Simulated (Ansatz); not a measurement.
# LiS2: before and after

All numbers below come from DFT PBE, scalar-relativistic, plane waves, PAW in Ansatz 0.2.0. Settings: cutoff 420 eV, Γ-centred meshes no coarser than 0.19 Å⁻¹ for metals and 0.3 Å⁻¹ for insulators (2π included), Gaussian smearing.

The start was the Cu2Sb type (P4/nmm, No. 129), relaxed within its symmetry. A cell of 6 atoms (1 times the primitive one) was then disturbed at random, relaxed without symmetry and relaxed once more on a fine mesh. For metals, differences of a few meV/atom aren't resolved. No dispersion correction is applied, so the spacing between layers, chains or molecules is poorly fixed, and with it the volume and density.

Before:

```
Li S
1.0
     3.27933    0.00000    0.00000
     0.00000    3.27933    0.00000
     0.00000    0.00000   11.42223
Li S
2 4
Direct
  0.00000 0.50000 0.57424
  0.50000 0.00000 0.42576
  0.00000 0.00000 0.00000
  0.50000 0.50000 0.00000
  0.00000 0.50000 0.35167
  0.50000 0.00000 0.64833
```

After:

```cif
data_structure
_symmetry_space_group_name_H-M 'P2_1/m'
_symmetry_Int_Tables_number 11
_cell_length_a 4.0514
_cell_length_b 2.9066
_cell_length_c 9.1376
_cell_angle_alpha 90.000
_cell_angle_beta 94.850
_cell_angle_gamma 90.000
_cell_volume 107.22
loop_
_atom_site_label
_atom_site_type_symbol
_atom_site_symmetry_multiplicity
_atom_site_Wyckoff_symbol
_atom_site_fract_x
_atom_site_fract_y
_atom_site_fract_z
_atom_site_occupancy
Li1 Li 2 e 0.21591 0.25000 0.88590 1
S1 S 2 e 0.88083 0.25000 0.55973 1
S2 S 2 e 0.29324 0.25000 0.16583 1
```

Task: Is this a distortion of the same structure or a reconstruction, and what lowers the energy?

Result: A distortion: the Li–S network is kept, and P4/nmm (No. 129) becomes P2_1/m (No. 11). Each Li has on average 6 Li contacts in place of 8, longer on average (3.08 → 3.13 Å); each S has on average 1 S contacts in place of 2, shorter on average (2.32 → 2.10 Å).

Task: What does it gain?

Result: 196 meV/atom, with the volume going from 20.47 to 17.87 Å³/atom. Against the elements the energy goes from -0.17 to -0.37 eV/atom.

Cost: 4 runs of about 13 core-minutes in all, on Arm Neoverse V1 (shared hosts).